## Question

Each element below was placed on the sites of the hexagonal close-packed (hcp) structure, and the cell and atoms were then relaxed. The column "energy over elements" is the energy of the result minus that of the element's standard state. A positive value means that the standard state is lower.

Elements of groups 13 and 14 in the hcp structure type (P6_3/mmc, No. 194), with cell and atoms relaxed under the symmetry of the start. Calculated with Ansatz 0.2.0 using plane-wave PAW and the PBE functional, scalar-relativistic, without spin polarisation; cutoff 420 eV, Gaussian smearing of 0.1 eV.

| element | Z | valence electrons | volume per atom (Å³) | shortest distance (Å) | energy over elements (eV/atom) |
| --- | --- | --- | --- | --- | --- |
| B | 5 | 3 | 11.65 | 1.713 | 0.705 |
| C | 6 | 4 | 9.87 | 1.718 | 3.951 |
| Si | 14 | 4 | 14.36 | 2.688 | 0.502 |
| Ge | 32 | 4 | 19.35 | 2.988 | 0.326 |
| Sn | 50 | 4 | 27.76 | 3.364 | 0.057 |

(a) Which form is lower for each element, and which element gives up its usual structure most cheaply?

(b) Use the volume and the shortest distance to find out whether all five cells are really close-packed.

(c) Explain the order of the costs.

(d) How safe is this order against the errors of the method?

(e) What could reverse the preference? Estimate the pressure needed for silicon, taking the volume of its diamond form as roughly 20 Å³ per atom.

## Model answer

### (a) The lower form

The standard state is lower in all five cases, but by very different margins. Carbon would pay about 4 eV per atom, boron and silicon more than half an electronvolt, germanium a third, and tin only a few hundredths. One electronvolt per atom is about 96 kJ per mole of atoms, so the range runs from the energy of a strong chemical bond down to about twice the thermal energy kT at room temperature. Tin suits the structure best and carbon worst.

### (b) The shapes behind the name

The hexagonal cell holds two atoms in two layers. With V the volume per atom and a the shortest distance, which in the computed cells lies within a layer, the cell height is

c = 4V / (√3 a²).

For boron this gives c = 4 × 11.65 / (1.732 × 1.713²) ≈ 9.2 Å, so the layers lie about 4.6 Å apart. Within a layer the atoms are only 1.7 Å apart. This is a stack of flat triangular sheets in which each atom has six near neighbours. Carbon has done the same, with sheets about 3.9 Å apart.

Silicon, germanium and tin have stayed close-packed. Their ratio c/a is about 1.7, near the value of 1.63 for ideally packed spheres. Each atom has six neighbours in its own layer and six more, at most about 3% farther away, in the layers above and below.

The table therefore holds two comparisons: boron with carbon as sheets, and silicon with germanium and tin as close-packed metals. The step from carbon to silicon changes the structure as well as the element.

### (c) Why the costs differ

**From silicon to tin.** Silicon and germanium normally have the diamond structure, and so does grey tin. Each atom there has four neighbours and four valence electrons. Since two atoms share each contact, there are two electrons for every contact: a full covalent bond. With twelve neighbours there are six contacts per atom, and the same four electrons supply only two thirds of an electron to each. Close packing thus trades a few strong, directed bonds for many weak ones.

What the trade costs depends on how good the directed bonds were. To form four equal bonds, an atom must mix its s and p orbitals, which means drawing on s electrons that would otherwise lie lower in energy. Strong overlap with the neighbours repays this. Down the group the atoms grow, the bonds lengthen and the overlap weakens, so the repayment shrinks.

A close-packed metal does not require the fixed mixture of s and p that four equal bonds need. More of the s character can then stay at low energy, while the electrons spread over many neighbours. For silicon this is a poor substitute for the diamond bonds; for tin it is nearly as good. The table shows the cost falling from 0.502 through 0.326 to 0.057 eV per atom. That weakening directed bonds cause the fall is the standard chemical argument, not something the energies prove by themselves. Lead, the next element down, continues the trend: it is a close-packed metal. Relativity has a large part in this, because it lowers lead's s electrons and makes them costlier to draw into directed bonds.

**Boron against carbon.** These two sheets have almost the same distance between neighbours, yet carbon pays 3.2 eV per atom more. The difference lies in the number of electrons and in what each element gives up. Boron has three valence electrons, too few for a pair in every contact, and its ordinary solid already relies on bonds shared among three or more atoms. Triangles of atoms suit such bonding.

Carbon brings a fourth electron. In a flat triangular sheet, three electrons per atom are expected to use up most of the strongly bonding states, so that the fourth must enter states that bind less or even push the atoms apart. The states themselves were not examined here, but the distances fit this picture: carbon is the smaller atom, yet its neighbours are no closer than boron's. Carbon also abandons exceptionally strong bonds to three or four neighbours, whose lengths are roughly 1.4 to 1.5 Å instead of 1.7 Å. The energies do not separate these two losses.

### (d) How safe the order is

The finite mesh of wave vectors, on which the electronic states are sampled, limits the energies of metals to about 0.004 eV per atom. Even tin's cost is some fourteen times larger. The more serious error comes from the density functional. For silicon and germanium, PBE is known to place the metallic forms somewhat too low relative to diamond, by an amount of the order of 0.1 eV per atom. Correcting this would raise their costs, so the preference for diamond is safe.

The order of silicon and germanium is also fairly safe. Their costs differ by about 0.18 eV per atom, and the functional errs in the same direction for both. To exchange them, the two errors would have to differ by nearly that whole amount.

For boron and carbon the weak point is the spacing of the sheets. The calculation leaves out the dispersion attraction that helps to hold such layers together, so the spacings and volumes should not be trusted closely. The attraction is usually worth some hundredths of an electronvolt per atom. That is far too little to rescue a carbon sheet lying 4 eV too high. Boron's place above silicon, by only 0.203 eV per atom, is less safe: correcting the functional would raise silicon's cost by about half of that gap, and the error for the boron sheets is not known.

Tin needs more care because it has two ordinary forms: grey α-tin with the diamond structure, and white β-tin, the familiar metal. In PBE the white form lies roughly 0.04 eV per atom above the grey one, a recalled value. If the energy is counted from grey tin, hcp lies only about 0.02 eV above white tin; if it is counted from white tin, the margin is 0.057 eV, and hcp then lies about 0.097 eV above grey tin, still far less than germanium's cost against its diamond form. Tin remains the cheapest of the five either way, but whether hcp really lies above white tin is a close call for this method.

### (e) What could reverse the preference

Pressure favours the form that takes less room. At zero temperature two forms are equally stable when their enthalpies E + pV agree, where E is the energy and p the pressure. If the volumes are held at their zero-pressure values, this happens at

p = ΔE / ΔV,

with ΔE the cost of hcp and ΔV the volume it saves. For silicon the saving is 20 − 14.36 = 5.64 Å³ per atom. Hence p = 0.502 / 5.64 ≈ 0.089 eV/Å³, and since 1 eV/Å³ is about 160 GPa, the answer is roughly 14 GPa.

The same steps for germanium, with a diamond volume of roughly 24 Å³, give about 11 GPa. Pressures near 10 GPa, a hundred thousand atmospheres, are thus the scale on which close packing begins to compete with the diamond form.

Pressure does not help the sheets of boron and carbon. They take up about 12 and 10 Å³ per atom, whereas ordinary boron needs roughly 7 Å³ and diamond roughly 6 Å³. Squeezing these elements favours their compact, strongly bonded forms.

For tin, heat also works against the grey form. The atoms of a metal vibrate more softly than those of a stiff covalent network, and the resulting entropy lowers the free energy of the metal on warming. This is why grey tin gives way to white tin not far below room temperature. Close-packed tin should gain in the same way, though whether by enough to pass grey tin before the metal melts is not settled here. White tin gains too and remains the competitor to beat.

## Remarks on the reasoning

**The name of a structure is not its shape.** All five cells keep the symmetry of the hcp type, but symmetry leaves the ratio of height to width free. An answer that explains carbon's 4 eV as the price of twelve neighbours explains a structure that carbon does not have here. Checking one volume against one distance takes a line of arithmetic and prevents the mistake.

**Counting electrons is not enough.** The carbon sheet has 1.33 electrons per contact, twice as many as close-packed silicon, and yet it pays about eight times as much. The count shows whether full pair bonds are possible. The cost also depends on how strong the abandoned bonds were and on whether the electrons find bonding states in the new structure.

**Weaker binding overall is only part of the story.** It is tempting to say that every energy difference shrinks down the group because heavier atoms hold together less strongly. A good answer tests this by dividing each cost by the cohesive energy, the energy needed to separate the solid into atoms. With rough recalled cohesive energies, silicon gives up about 11% of its binding, germanium 8% and tin 2 to 3%, depending on which form of tin is the reference. General weakening would leave this share constant; its fall, steepest at tin, shows that the preference for the diamond form itself fades.

**Beating diamond is not the same as winning.** The estimate of 14 GPa compares hcp silicon with diamond silicon alone. In reality silicon passes through other metallic structures first and becomes hcp only at roughly 40 GPa, a recalled value. The simple formula gives the right direction and a useful scale for the loss of the diamond form, but it misses the pressure at which hcp appears because the strongest rival has changed by then.

**A relaxed cell need not be a durable one.** The relaxation kept the symmetry of the start, so a distortion that breaks it could still lower the energy. The flat sheets of boron and carbon are the likeliest cases. With only one atom per layer in the cell they cannot buckle, yet calculations on single triangular sheets of boron are known to find that buckling lowers the energy. Boron's cost of 0.705 eV per atom is therefore best read as an upper limit for stacked triangular sheets.
